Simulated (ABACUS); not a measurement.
Set up this calculation in ABACUS 3.10.1, as an ASE script.

* Task: single point
* Functional: PBE
* Potentials or basis: SG15 ONCV 1.2 PBE
* Cutoff: 993 eV
* Density cutoff: 3973 eV
* Basis: plane waves
* k mesh: 7 × 7 × 7
* Occupations: fermi-dirac, width 0.05 eV
* Spin: no spin polarisation
* Radial cutoff of the potentials (pseudo_rcut): 7 bohr
* SCF threshold on the density: 1e-08
* Max SCF steps: 100
* Eigensolver: dav
* Mixing: broyden
* Mixing share: 0.7
* Symmetry key: 1
* Bands: 11

The structure of Sn lies in Sn.xyz:

```xyz
1
Lattice="-1.8946518192 1.8946518192 1.8946518192 1.8946518192 -1.8946518192 1.8946518192 1.8946518192 1.8946518192 -1.8946518192" Properties=species:S:1:pos:R:3 pbc="T T T"
Sn     0.0000000000      0.0000000000      0.0000000000
```

This isn't the form of Sn at room conditions, which is tetragonal (white tin).

These files were run (other wordings do the same):

run_abacus.py

```python
"""ABACUS run from a structure file: ASE reads it, the script writes STRU, KPT and INPUT."""
import re
import subprocess
from ase.io import read
from ase.units import Bohr

atoms = read("Sn.xyz")
atoms = atoms[(-atoms.numbers).argsort(kind="stable")]  # ABACUS lists atoms element by element
pseudo = {'Sn': 'Sn_ONCV_PBE-1.2.upf'}
orbital = {}
magmoms = None
kmesh = [7, 7, 7]
params = {
    'suffix': 'Sn',
    'calculation': 'scf',
    'basis_type': 'pw',
    'pseudo_dir': './',
    'symmetry': 1,
    'dft_functional': 'pbe',
    'ecutwfc': 73,
    'pseudo_rcut': 7,
    'nspin': 1,
    'nbands': 11,
    'ks_solver': 'dav',
    'smearing_method': 'fd',
    'smearing_sigma': 0.00367493,
    'scf_thr': 1e-08,
    'scf_nmax': 100,
    'mixing_type': 'broyden',
    'mixing_beta': 0.7,
    'cal_force': 1,
    'cal_stress': 1,
    'kpar': 4,
}

symbols = atoms.get_chemical_symbols()
elements = list(dict.fromkeys(symbols))
lines = ["ATOMIC_SPECIES"] + [f"{e} {atoms.get_masses()[symbols.index(e)]:.4f} {pseudo[e]}" for e in elements]
if orbital:
    lines += ["", "NUMERICAL_ORBITAL"] + [orbital[e] for e in elements]
lines += ["", "LATTICE_CONSTANT", f"{1 / Bohr:.10f}", "", "LATTICE_VECTORS"]
lines += [" ".join(f"{x:.10f}" for x in v) for v in atoms.cell]
lines += ["", "ATOMIC_POSITIONS", "Direct"]
for e in elements:
    lines += ["", e, "0.0", str(symbols.count(e))]
    for i, p in enumerate(atoms.get_scaled_positions(wrap=False)):
        if symbols[i] == e:
            mag = "" if magmoms is None else " mag " + " ".join(str(x) for x in (magmoms[i] if isinstance(magmoms[i], list) else [magmoms[i]]))
            lines.append(" ".join(f"{x:.10f}" for x in p) + " 1 1 1" + mag)
open("STRU", "w").write("\n".join(lines) + "\n")
open("KPT", "w").write("K_POINTS\n0\nGamma\n%d %d %d 0 0 0\n" % tuple(kmesh))
open("INPUT", "w").write("INPUT_PARAMETERS\n" + "".join(f"{k:<20s}{v}\n" for k, v in params.items()))

done = subprocess.run(['mpirun', '-np', '4', 'abacus'])
if done.returncode:
    raise SystemExit(done.returncode)
log = open("OUT.Sn/running_scf.log").read()
print("final energy (eV):", re.findall(r"FINAL_ETOT_IS (\S+)", log))
```

Potentials or basis: SG15 ONCV 1.2 PBE, plane waves.

Run with:

```sh
$ OMP_NUM_THREADS=1 python run_abacus.py > log
```

Results of the run:

* Pressure: 1.2 GPa
* Band gap on the k mesh: none (metal or under the smearing width)

It took 1.9 s on 4 MPI ranks on Intel(R) Xeon(R) 6975P-C (Granite Rapids), with other jobs on the host, peak memory 0.36 GiB a rank.
